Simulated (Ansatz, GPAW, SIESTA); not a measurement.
## One calculation of Na2S, 4 ways

```
S Na
1.0
     0.00000    3.27350    3.27350
     3.27350    0.00000    3.27350
     3.27350    3.27350    0.00000
S Na
1 2
Direct
  0.00000 0.00000 0.00000
  0.75000 0.75000 0.75000
  0.25000 0.25000 0.25000
```

Alike in all runs: task band structure; functional PBEsol; k mesh 7 × 7 × 7; occupations fermi-dirac, width 0.05 eV; no spin polarisation; no spin-orbit coupling. Pressure is positive in compression and, in plane waves, holds the error of the finite cutoff, which Ansatz's Pulay term estimates and takes out. Gaps are the smaller of the mesh's and the band path's.

```json
{"program and potentials": "Ansatz, Ansatz PAW", "plane-wave cutoff (eV)": "420", "notes": "potentials made for PBE, which Ansatz adapts in part; 8 valence electrons an atom on average", "band gap (eV)": "2.36", "pressure (GPa)": "-0.59"}
{"program and potentials": "GPAW, PAW data sets generated for this functional", "plane-wave cutoff (eV)": "800", "notes": "6.67 valence electrons an atom on average", "band gap (eV)": "2.36", "pressure (GPa)": "-0.52"}
{"program and potentials": "SIESTA, files PseudoDojo sr-pbesol-0.4.1-standard, DZP (energy shift 0.003 Ry; two zetas on semicore shells)", "plane-wave cutoff (eV)": "-", "notes": "atomic basis; 8 valence electrons an atom on average", "band gap (eV)": "2.39", "pressure (GPa)": "-0.20"}
{"program and potentials": "Ansatz, all-electron LAPW, scalar-relativistic", "plane-wave cutoff (eV)": "-", "notes": "-", "band gap (eV)": "2.36", "pressure (GPa)": "-0.58"}
```

The band gap spans 2.36 (Ansatz, all-electron LAPW, scalar-relativistic) to 2.39 eV (SIESTA, files PseudoDojo sr-pbesol-0.4.1-standard, DZP (energy shift 0.003 Ry; two zetas on semicore shells)), with all-electron results at 2.36. The pressure spans -0.59 (Ansatz, Ansatz PAW) to -0.20 GPa (SIESTA, files PseudoDojo sr-pbesol-0.4.1-standard, DZP (energy shift 0.003 Ry; two zetas on semicore shells)), with all-electron results at -0.58. Rows in atomic bases carry the error of their basis and grid, which can be large.

Differences between rows come from potentials, basis sets and numerical settings, since the functional is the same but for its coding. Runs on potential files found faulty are left out.
